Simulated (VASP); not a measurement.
# Ta8C7 (a cell with a defect) in VASP: notebook

The runs below take Ta8C7 (a cell with a defect) through single point, with PBE.

All numbers are computed with VASP 6.6.1; they aren't measurements. Logs are shortened: lines on timing, memory, paths and dates and some standing lists are left out, and cuts for length are marked.

## 1. The crystal as given

The cell holds a defect, 15 atoms: a = 6.311 Å, b = 6.311 Å, c = 6.311 Å, α = 60.00°, β = 60.00°, γ = 60.00°.

## 2. Single point, PBE

INCAR reads:

```
ALGO = Fast
EDIFF = 1E-6
ENCUT = 520
GGA = PE
ISIF = 2
ISMEAR = 1
LASPH = True
LCHARG = False
LREAL = Auto
LWAVE = False
NBANDS = 71
NELM = 100
PREC = Accurate
SIGMA = 0.15
```

KPOINTS reads:

```
k-points
0
Gamma
  3 3 3
```

POSCAR reads:

```
Ta8C7
1.0
    0.0000000000      4.4626960000      4.4626960000
    4.4626960000      0.0000000000      4.4626960000
    4.4626960000      4.4626960000      0.0000000000
Ta C
8 7
Direct
    0.0054891707      0.0084259605     -0.0161535762
    0.0054895068      0.0084256243      0.5001396017
   -0.0035506564      0.5047990049     -0.0016733159
   -0.0457336776      0.5469831465      0.4983260119
    0.5018632235     -0.0006157713     -0.0016729797
    0.5440464688     -0.0427996888      0.4983274684
    0.4928235085      0.4957580575      0.0128064963
    0.4928237326      0.4957576093      0.4965138786
    0.2491546590      0.2520898802      0.4983284768
    0.2456451212      0.7644400380      0.2439082788
    0.2526675579      0.7397426354      0.7527457618
    0.7615043687      0.2485805665      0.2439082788
    0.7368078623      0.2556030032      0.7527453136
    0.7491562275      0.7520916728      0.2250629440
    0.7491564516      0.7520916728      0.7715906483
```

Potentials or basis: VASP PAW PBE potentials, release 64 (Ta_pv, C).

The run is started by

```bash
> cat potpaw_PBE.64/Ta_pv/POTCAR potpaw_PBE.64/C/POTCAR > POTCAR
> mpirun -np 1 vasp_std > vasp.out
```

OUTCAR:

```text
EDIFF = 1E-6
   ENCUT = 520
   GGA = PE
   ISIF = 2
   ISMEAR = 1
   LASPH = True
   LREAL = Auto
   NELM = 100
   PREC = Accurate

 ion  position               nearest neighbor table
   1  0.005  0.008  0.984-  12 2.23  10 2.23  13 2.23  11 2.23  14 2.29   9 2.66   2 3.05   4 3.09
                             6 3.09   3 3.15   5 3.15   7 3.16   7 3.16   5 3.16   3 3.16   6 3.24
   2  0.005  0.008  0.500-  12 2.23  10 2.23  13 2.23  11 2.23  15 2.29   9 2.66   1 3.05   4 3.09
                             6 3.09   3 3.15   5 3.15   8 3.16   8 3.16   3 3.16   5 3.16   6 3.24
   3  0.996  0.505  0.998-  15 2.12  14 2.12  11 2.19  12 2.19   5 3.12   2 3.15   1 3.15   7 3.15
                             8 3.15   7 3.16   8 3.16   1 3.16   2 3.16   4 3.17   4 3.17   5 3.19
   4  0.954  0.547  0.498-   9 1.86  14 2.16  15 2.16  10 2.28  13 2.28   6 2.59   2 3.09   1 3.09
                             8 3.09   7 3.09   3 3.17   3 3.17   7 3.24   8 3.24   1 3.24   2 3.24
   5  0.502  0.999  0.998-  14 2.12  15 2.12  10 2.19  13 2.19   3 3.12   2 3.15   8 3.15   1 3.15
                             7 3.15   7 3.16   1 3.16   8 3.16   2 3.16   6 3.17   6 3.17   3 3.19
   6  0.544  0.957  0.498-   9 1.86  15 2.16  14 2.16  11 2.28  12 2.28   4 2.59   7 3.09   8 3.09
                             2 3.09   1 3.09   5 3.17   5 3.17   1 3.24   2 3.24   8 3.24   7 3.24
   7  0.493  0.496  0.013-  13 2.23  11 2.23  12 2.23  10 2.23  15 2.29   9 2.66   8 3.05   6 3.09
                             4 3.09   3 3.15   5 3.15   1 3.16   1 3.16   5 3.16   3 3.16   4 3.24
   8  0.493  0.496  0.497-  13 2.23  11 2.23  12 2.23  10 2.23  14 2.29   9 2.66   7 3.05   6 3.09
                             4 3.09   5 3.15   3 3.15   2 3.16   2 3.16   3 3.16   5 3.16   4 3.24
   9  0.249  0.252  0.498-   6 1.86   4 1.86   1 2.66   2 2.66   7 2.66   8 2.66
  10  0.246  0.764  0.244-   5 2.19   2 2.23   1 2.23   7 2.23   8 2.23   4 2.28
  11  0.253  0.740  0.753-   3 2.19   7 2.23   8 2.23   1 2.23   2 2.23   6 2.28
  12  0.762  0.249  0.244-   3 2.19   2 2.23   1 2.23   8 2.23   7 2.23   6 2.28
  13  0.737  0.256  0.753-   5 2.19   8 2.23   7 2.23   1 2.23   2 2.23   4 2.28
  14  0.749  0.752  0.225-   5 2.12   3 2.12   4 2.16   6 2.16   8 2.29   1 2.29
  15  0.749  0.752  0.772-   3 2.12   5 2.12   6 2.16   4 2.16   7 2.29   2 2.29

  LATTYP: Found a face centered cubic cell.
 ALAT       =     8.9253920000

  Lattice vectors:

 A1 = (   0.0000000000,   4.4626960000,   4.4626960000)
 A2 = (   4.4626960000,   0.0000000000,   4.4626960000)
 A3 = (   4.4626960000,   4.4626960000,   0.0000000000)

Analysis of symmetry for initial positions (statically):
=====================================================================
 Subroutine PRICEL returns:
 Original cell was already a primitive cell.

 Routine SETGRP: Setting up the symmetry group for a
 face centered cubic supercell.

 Subroutine GETGRP returns: Found  8 space group operations
 (whereof  1 operations were pure point group operations)
 out of a pool of 48 trial point group operations.

The static configuration has the point symmetry C_1 .
 The point group associated with its full space group is D_2h.

Analysis of symmetry for dynamics (positions and initial velocities):
=====================================================================
 Subroutine PRICEL returns:
 Original cell was already a primitive cell.

 Routine SETGRP: Setting up the symmetry group for a
 face centered cubic supercell.

 Subroutine GETGRP returns: Found  8 space group operations
 (whereof  1 operations were pure point group operations)
 out of a pool of 48 trial point group operations.

The dynamic configuration has the point symmetry C_1 .
 The point group associated with its full space group is D_2h.

 Subroutine INISYM returns: Found  8 space group operations
 (whereof  1 operations are pure point group operations),
 and found     1 'primitive' translations

----------------------------------------------------------------------------------------

                                     Primitive cell

  volume of cell :     177.7550

  direct lattice vectors                    reciprocal lattice vectors
     0.000000000  4.462696000  4.462696000    -0.112039897  0.112039897  0.112039897
     4.462696000  0.000000000  4.462696000     0.112039897 -0.112039897  0.112039897
     4.462696000  4.462696000  0.000000000     0.112039897  0.112039897 -0.112039897

  length of vectors
     6.311205208  6.311205208  6.311205208     0.194058794  0.194058794  0.194058794

  position of ions in fractional coordinates (direct lattice)
     0.005489171  0.008425960  0.983846424
     0.005489507  0.008425624  0.500139602
     0.996449344  0.504799005  0.998326684
     0.954266322  0.546983146  0.498326012
     0.501863224  0.999384229  0.998327020
     0.544046469  0.957200311  0.498327468
     0.492823509  0.495758057  0.012806496
     0.492823733  0.495757609  0.496513879
     0.249154659  0.252089880  0.498328477
     0.245645121  0.764440038  0.243908279
     0.252667558  0.739742635  0.752745762
     0.761504369  0.248580567  0.243908279
     0.736807862  0.255603003  0.752745314
     0.749156228  0.752091673  0.225062944
     0.749156452  0.752091673  0.771590648

  ion indices of the primitive-cell ions
   primitive index   ion index
                 1           1
                 2           2
                 3           3
                 4           4
                 5           5
                 6           6
                 7           7
                 8           8
                 9           9
                10          10
                11          11
                12          12
                13          13
                14          14
                15          15

----------------------------------------------------------------------------------------

 KPOINTS: k-points

Automatic generation of k-mesh.
 Grid dimensions read from file:
 generate k-points for:    3    3    3

 Generating k-lattice:

  Cartesian coordinates                     Fractional coordinates (reciprocal lattice)
    -0.037346632  0.037346632  0.037346632     0.333333333  0.000000000  0.000000000
     0.037346632 -0.037346632  0.037346632     0.000000000  0.333333333  0.000000000
     0.037346632  0.037346632 -0.037346632     0.000000000  0.000000000  0.333333333

  Length of vectors
     0.064686265  0.064686265  0.064686265

  Shift w.r.t. Gamma in fractional coordinates (k-lattice)
     0.000000000  0.000000000  0.000000000

 Subroutine IBZKPT returns following result:
 ===========================================

 Found      8 irreducible k-points:

 Following reciprocal coordinates:
            Coordinates               Weight
  0.000000  0.000000  0.000000      1.000000
  0.333333  0.000000  0.000000      4.000000
  0.000000  0.000000  0.333333      4.000000
  0.333333  0.333333  0.000000      2.000000
  0.000000  0.333333  0.333333      4.000000
 -0.333333  0.333333  0.000000      2.000000
  0.000000 -0.333333  0.333333      8.000000
  0.333333  0.333333 -0.333333      2.000000
   k-points           NKPTS =      8   k-points in BZ     NKDIM =      8   number of bands    NBANDS=     71
   number of dos      NEDOS =    301   number of ions     NIONS =     15
   total plane-waves  NPLWV = 110592
   dimension x,y,z NGX =    48 NGY =   48 NGZ =   48
   dimension x,y,z NGXF=    96 NGYF=   96 NGZF=   96
   ions per type =               8   7
   NGX,Y,Z   is equivalent  to a cutoff of  12.64, 12.64, 12.64 a.u.
   NGXF,Y,Z  is equivalent  to a cutoff of  25.29, 25.29, 25.29 a.u.
 SYSTEM =  unknown system
   PREC   = accura    normal or accurate (medium, high low for compatibility)
   ISTART =      0    job   : 0-new  1-cont  2-samecut
   ICHARG =      2    charge: 1-file 2-atom 10-const
   ISPIN  =      1    spin polarized calculation?
   LNONCOLLINEAR =      F non collinear calculations
   LSORBIT =      F    spin-orbit coupling
   LASPH  =      T    aspherical Exc in radial PAW
   ENCUT  =  520.0 eV  38.22 Ry    6.18 a.u.  11.73 11.73 11.73*2*pi/ulx,y,z
   NELM   =    100;   NELMIN=  2; NELMDL= -5     # of ELM steps
   EDIFF  = 0.1E-05   stopping-criterion for ELM
   LREAL  =      T    real-space projection
   EDIFFG = 0.1E-04   stopping-criterion for IOM
   NSW    =      0    number of steps for IOM
   IBRION =     -1    ionic relax: 0-MD 1-quasi-New 2-CG
   NFREE  =      0    steps in history (QN), initial steepest desc. (CG)
   ISIF   =      2    stress and relaxation
   ISYM   =      2    0-nonsym 1-usesym 2-fastsym
   POTIM  = 0.5000    time-step for ionic-motion
   TEBEG  =    0.0;   TEEND  =   0.0 temperature during run
   PSTRESS=    0.0 pullay stress
   NELECT =     116.0000    total number of electrons
   NUPDOWN=      -1.0000    fix difference up-down
   EMIN   =  10.00;   EMAX   =-10.00  energy-range for DOS
   EFERMI =   0.00;   METHOD = LEGACY
   ISMEAR =     1;   SIGMA  =   0.15  broadening in eV -4-tet -1-fermi 0-gaus
   EFERMI_NEDOS =   21; number of points for ismear=-14 and -15
   IALGO  =     68    algorithm
   IMIX   =      4    mixing-type and parameters
     AMIX     =   0.40;   BMIX     =  1.00
     AMIX_MAG =   1.60;   BMIX_MAG =  1.00
  volume/ion in A,a.u.               =      11.85        79.97
  Fermi-wavevector in a.u.,A,eV,Ry     =   1.419995  2.683402 27.434600  2.016386
  Thomas-Fermi vector in A             =   2.540957
   LORBIT       =      0    0 simple, 1 ext, 2 COOP (PROOUT), +10 PAW based schemes
   GGA     = PE    functional components
   LHFCALC =     F    Hartree Fock is set to
   AEXX    =    0.0000 exact exchange contribution
   IVDW    =     0    specifies the selected vdW correction
   LEPSILON=     F    determine dielectric tensor
   LRPA    =     F    only Hartree local field effects (RPA)
 non-spin polarized calculation
 RMM-DIIS sequential band-by-band and
 Methfessel and Paxton  Order N= 1 SIGMA  =   0.15
  energy-cutoff  :      520.00
  volume of cell :      177.76
 maximum number of plane-waves:      4813
   NGX = 23   NGY = 23   NGZ = 23

 number of electron     116.0000003 magnetization

 Free energy of the ion-electron system (eV)
  ---------------------------------------------------
  ext. energy  EPLUGINS =         0.00000000
  ---------------------------------------------------
  free energy    TOTEN  =      -162.78956514 eV

  energy without entropy =     -162.79126480  energy(sigma->0) =     -162.79013169

 E-fermi :   7.6520     XC(G=0): -12.9463

 val. band max:        7.6439393191   @ k =   0.3333   0.0000   0.0000
 cond. band min:       7.7105161647   @ k =   0.3333   0.3333  -0.3333
 fundamental gap:      0.0665768456
 Fermi energy:         7.6519759390

 k-point     1 :       0.0000    0.0000    0.0000
  band No.  band energies     occupation
      1     -27.9407      2.00000
      2     -27.9187      2.00000
      3     -27.9111      2.00000
      4     -27.8128      2.00000
      5     -27.7753      2.00000
      6     -27.7512      2.00000
[... 62 lines left out ...]
     69      10.8106      0.00000
     70      10.8427      0.00000
[... 509 lines left out ...]
     69      10.4285     -0.00000
     70      10.6699      0.00000
 [bands above 70 left out]

------------------------ aborting loop because EDIFF is reached ----------------------------------------

  FORCE on cell =-STRESS in cart. coord.  units (eV):
  Direction    XX          YY          ZZ          XY          YZ          ZX
  --------------------------------------------------------------------------------------
  -------------------------------------------------------------------------------------
  Total       20.1476548     20.1476548     -6.5474468    -12.7363995      0.0000000      0.0000000
  in kB      181.5988844    181.5988844    -59.0147616   -114.7982716      0.0000000      0.0000000
  external PRESSURE =     101.3943357 kB  Pullay stress =       0.0000000 kB

 VOLUME and BASIS-vectors are now :
 -----------------------------------------------------------------------------
  energy-cutoff  :      520.00
  volume of cell :      177.76
      direct lattice vectors                 reciprocal lattice vectors
     0.000000000  4.462696000  4.462696000    -0.112039897  0.112039897  0.112039897
     4.462696000  0.000000000  4.462696000     0.112039897 -0.112039897  0.112039897
     4.462696000  4.462696000  0.000000000     0.112039897  0.112039897 -0.112039897

 POSITION                                       TOTAL-FORCE (eV/Angst)
 -----------------------------------------------------------------------------------
      4.42821      4.41510      0.06210         0.009158      0.009158      0.028422
      2.26957      2.25647      0.06210        -0.009158     -0.009158      0.028422
      6.70799      8.90208      6.69961        -0.012878      0.012878      0.000000
      4.66490      6.48248      6.69962         0.036578     -0.036578      0.000000
      8.91518      6.69489      6.69961         0.012878     -0.012878      0.000000
      6.49558      4.65180      6.69961        -0.036578      0.036578      0.000000
      2.26957      2.25647      4.41174        -0.009158     -0.009158     -0.028422
      4.42821      4.41511      4.41174         0.009158      0.009158     -0.028422
      3.34889      3.33579      2.23690        -0.000000     -0.000000     -0.000000
      4.49995      2.18473      4.50770         0.006687     -0.006687     -0.002212
      6.66052      4.48685      4.42882        -0.006687      0.006687      0.002212
      2.19783      4.48685      4.50770        -0.006687      0.006687     -0.002212
      4.49995      6.64742      4.42883         0.006687     -0.006687      0.002212
      4.36074      4.34764      6.69961        -0.017518     -0.017518     -0.000000
      6.79973      6.78663      6.69961         0.017518      0.017518      0.000000
 -----------------------------------------------------------------------------------
    total drift:                               -0.002891     -0.002989     -0.035903

  FREE ENERGIE OF THE ION-ELECTRON SYSTEM (eV)
  ---------------------------------------------------
  free  energy   TOTEN  =      -162.7895651393 eV

  energy  without entropy=     -162.7912647982  energy(sigma->0) =     -162.79013169
```

Run time: 4.5 min. Hardware: 1 thread of Intel Xeon Platinum 8259CL at 2.50GHz (Skylake/Cascade Lake), shared host; peak memory 0.36 GiB.

What came out:

| Quantity | Value |
| --- | --- |
| Free energy | -162.7896 eV |
| Pressure | 10.1 GPa |
| Largest force | 0.052 eV/Å |
| Band gap on the k mesh | none (metal or under the smearing width) |

Forces on the atoms (eV/Å):
```
Ta   0.009  0.009  0.028
Ta  -0.009 -0.009  0.028
Ta  -0.013  0.013  0.000
Ta   0.037 -0.037  0.000
Ta   0.013 -0.013  0.000
Ta  -0.037  0.037  0.000
Ta  -0.009 -0.009 -0.028
Ta   0.009  0.009 -0.028
C    0.000  0.000  0.000
C    0.007 -0.007 -0.002
C   -0.007  0.007  0.002
C   -0.007  0.007 -0.002
C    0.007 -0.007  0.002
C   -0.018 -0.018  0.000
C    0.018  0.018  0.000
```

Caveat: the k mesh is coarse (spacing up to 0.41 Å⁻¹), so the values aren't converged. The run has no spin-orbit coupling, so splittings on Ta are missing.

## 3. Single point, PBE

INCAR reads:

```
ALGO     = Fast           # electronic algorithm
EDIFF    = 1E-6           # SCF threshold, eV
ENCUT    = 520            # plane-wave cutoff, eV
GGA      = PE             # functional
ISIF     = 2              # what is computed and relaxed
ISMEAR   = 1              # smearing method
LASPH    = T              # aspherical terms in the spheres
LCHARG   = T              # write CHGCAR
LELF     = T              # ELF
LREAL    = Auto         
LVHAR    = T            
LWAVE    = F              # write WAVECAR
NBANDS   = 71             # bands
NELM     = 60             # most SCF steps
PREC     = Accurate       # precision mode
SIGMA    = 0.15           # smearing width, eV
```

KPOINTS is that of step 2.

POSCAR reads:

```
Ta8C7
1.0
    0.0000000000      4.4626960000      4.4626960000
    4.4626960000      0.0000000000      4.4626960000
    4.4626960000      4.4626960000      0.0000000000
Ta C
8 7
Direct
    0.0061451643      0.0092937095     -0.0145167854
   -0.0017688859      0.0013787630      0.5037138985
   -0.0043711245      0.5056503961     -0.0010027571
   -0.0336642917      0.5349446837      0.4985146871
    0.5025031954     -0.0012241479     -0.0010027571
    0.5317963626     -0.0305182114      0.4985158075
    0.4999010688      0.5030478213      0.0020446161
    0.4919867945      0.4951324267      0.4996433770
    0.2490654752      0.2522126759      0.6279779084
    0.2463808872      0.7593669835      0.2461940047
    0.2517511836      0.7450590405      0.7506628280
    0.7562196708      0.2495277518      0.2461941167
    0.7419124000      0.2548987204      0.7506622678
    0.7490659234      0.7522131241      0.2268786626
    0.7490661475      0.7522131241      0.7647902748
```

Potentials or basis: VASP PAW PBE potentials, release 64 (Ta_pv, C).

The run is started by

```bash
> cat potpaw_PBE.64/Ta_pv/POTCAR potpaw_PBE.64/C/POTCAR > POTCAR
> mpirun -np 1 vasp_std > vasp.out
```

It took 4.4 min on 1 thread of Intel Xeon Platinum 8259CL at 2.50GHz (Skylake/Cascade Lake), shared host; peak memory 0.36 GiB.

Results (log left out):

```yaml
Free_energy: -165.1927 eV
Pressure: 5.8 GPa
Largest_force: 4.338 eV/Å
Band_gap_on_the_k_mesh: none (metal or under the smearing width)
```

Forces on the atoms (eV/Å):
```
Ta  -0.130 -0.130  0.021
Ta  -0.317 -0.317 -0.356
Ta  -0.159 -0.207  0.000
Ta  -0.492  0.053  0.000
Ta  -0.207 -0.159  0.000
Ta   0.053 -0.492  0.000
Ta  -0.317 -0.317  0.356
Ta  -0.130 -0.130 -0.021
C    3.067  3.067  0.000
C   -0.265 -0.145 -0.106
C   -0.145 -0.265  0.106
C   -0.145 -0.265 -0.106
C   -0.265 -0.145  0.106
C   -0.150 -0.150  0.000
C   -0.399 -0.399  0.000
```

Stress tensor (GPa, compression positive):
```
 9.49 -5.88  0.00
-5.88  9.49  0.00
 0.00  0.00 -1.51
```

Levels at points of the mesh, in eV from the Fermi level:
| k point | band 56 | band 57 | band 58 | band 59 | band 60 | band 61 |
| --- | --- | --- | --- | --- | --- | --- |
| (0.00, 0.00, 0.00) | -0.95 | -0.77 | -0.02 | 0.12 | 0.91 | 1.41 |

Caveat: the k mesh is coarse (spacing up to 0.41 Å⁻¹), so the values aren't converged. Spin-orbit coupling is left out, which matters for the levels of Ta.

(Part 1 of 2 ends here.)
